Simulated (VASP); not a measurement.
# BN: relaxation of cell and atoms with BEEF-vdW

The system is BN.

```
CELL_PARAMETERS angstrom
1.25112 0.72234 3.37293
-1.25112 0.72234 3.37293
0.00000 -1.44467 3.37293
ATOMIC_POSITIONS crystal
N 0.66724 0.66724 0.66724
B 0.00033 0.00033 0.00033
```

The cell is a database's computed one.

```
Program                : VASP 6.6.1
Task                   : relaxation of cell and atoms
Functional             : BEEF-vdW
Potentials or basis    : VASP PAW PBE potentials, release 64 (N, B)
Cutoff                 : 600 eV
k mesh                 : 12 × 12 × 12
Occupations            : fermi-dirac, width 0.05 eV
Spin                   : no spin polarisation
Further INCAR settings : ALGO = Normal; EDIFF = 1e-06; IBRION = 2; EDIFFG = -0.01; NSW = 40; ISIF = 3
```

| Item | Value |
| --- | --- |
| Relaxed volume | 9.87 Å³/atom |
| Relaxed cell | a = 3.892 Å, b = 3.892 Å, c = 3.892 Å, α = 37.66°, β = 37.66°, γ = 37.66° |
| Space group after relaxing (to 0.05 Å) | R3m (No. 160) |
| Energy gained by relaxing | 3.5 meV/atom |
| Ionic steps | 11 |
| Pressure after relaxing | 0.0 GPa |
| Band gap on the k mesh | 4.57 eV, indirect (least direct gap 4.84 eV) |

Step by step:
```tsv
step	energy change (eV)	largest force (eV/Å)	pressure (GPa)	volume (Å³)
1	0.0000	0.0027	3.19	18.29
2	0.0041	0.0012	-4.54	18.77
3	-0.0020	0.0012	0.29	18.46
4	-0.0025	0.0009	0.24	18.53
5	-0.0038	0.0002	0.22	18.71
6	-0.0057	0.0035	0.14	19.07
7	-0.0071	0.0146	0.00	19.80
8	-0.0071	0.0141	0.00	19.77
9	-0.0071	0.0135	0.01	19.74
10	-0.0069	0.0605	0.02	19.75
11	-0.0071	0.0002	-0.01	19.74
```

Final structure:
```
CELL_PARAMETERS angstrom
1.25611 0.72522 3.61128
-1.25611 0.72522 3.61128
0.00000 -1.45043 3.61128
ATOMIC_POSITIONS crystal
N 0.66716 0.66716 0.66716
B 0.00040 0.00040 0.00040
```

Levels at points of the mesh, in eV from the valence-band top:
```csv
k point,band 2,band 3,band 4,band 5,band 6,band 7
"(0.00, 0.00, 0.00)",-4.37,-1.36,-1.36,5.01,11.70,11.70
"(0.50, 0.00, 0.00)",-8.83,-4.08,-0.68,5.32,9.84,12.98
"(0.50, 0.50, 0.00)",-8.76,-4.11,-1.05,4.57,9.95,13.97
"(0.50, 0.50, 0.50)",-5.73,-1.37,-1.37,9.46,11.59,11.66
```

Run time: 8.6 min on 1 thread of Intel(R) Xeon(R) Platinum 8375C CPU @ 2.90GHz (Ice Lake), on a shared host, peak memory 0.37 GiB.

Caveat: the PAW data sets were made with another functional, which shifts forces and pressure a little. A k mesh can miss the band edges.
